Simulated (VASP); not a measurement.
**From VASP inputs to Ansatz: ZnSe (strained zincblende)**

INCAR

```
ISMEAR = -1
NSW = 0
LCHARG = .TRUE.
EDIFF = 1E-7
IBRION = -1
NELM = 120
LELF = .TRUE.
NBANDS = 16
LWAVE = .FALSE.
ENCUT = 520
LREAL = .FALSE.
GGA = PE
ISIF = 2
PREC = Accurate
LASPH = .TRUE.
SIGMA = 0.02
```

KPOINTS

```
KPOINTS created by Atomic Simulation Environment
0
Gamma
8 8 8
0 0 0
```

KPOINTS_OPT

```
special points
6
Reciprocal
0.0000000000 0.0000000000 0.0000000000 1
-0.5000000000 -0.5000000000 0.0000000000 1
-0.3750000000 -0.3750000000 0.2500000000 1
-0.3750000000 0.0000000000 0.3750000000 1
0.0000000000 0.0000000000 0.5000000000 1
-0.5000000000 -0.2500000000 0.2500000000 1
```

POSCAR

```
Zn Se
 1.0000000000000000
     0.0000000000000000    2.8324206844000002    2.9457175117999999
     2.8324206844000002    0.0000000000000000    2.9457175117999999
     2.8324206844000002    2.8324206844000002    0.0000000000000000
 Zn  Se
   1   1
Cartesian
  0.0000000000000000  0.0000000000000000  0.0000000000000000
  1.4162103422000001  1.4162103422000001  1.4728587558999999
```

VASP ran with the recommended PBE PAW datasets (18 valence electrons in the cell).

Problem. Translate these files to an Ansatz input.

Solution. 

```yaml
crystal:
  lattice:
    - [0.0, 2.8324206844, 2.9457175118]
    - [2.8324206844, 0.0, 2.9457175118]
    - [2.8324206844, 2.8324206844, 0.0]
  atoms:
    - { symbol: Zn, position: [0.0, 0.0, 0.0] }
    - { symbol: Se, position: [0.25, 0.25, 0.25] }
kpoints:
  mp_grid: { grid: [8, 8, 8] }
  band_path:
    path:
      - [0.0, 0.0, 0.0]
      - [-0.5, -0.5, 0.0]
      - [-0.375, -0.375, 0.25]
      - [-0.375, 0.0, 0.375]
      - [0.0, 0.0, 0.5]
      - [-0.5, -0.25, 0.25]
    npoints: 1
hamiltonian:
  xc: pbe
scf:
  occupations: { method: fermi_dirac, width: 0.02 }
  n_extra_bands: 4
output:
  forces: true
  stress: true
  eigenvalues: true
```

Other inputs would serve too.

|  | VASP | Ansatz |
| --- | --- | --- |
| gap between bands v and c | 1.08 eV | 1.08 eV |
| least direct gap | 1.08 eV | 1.08 eV |
| pressure | 0.0 GPa | -0.2 GPa |

The two codes use different PAW datasets and cutoffs. VASP's cell holds 18 valence electrons and Ansatz's 28. Ansatz's stress includes a Pulay correction; VASP's doesn't.
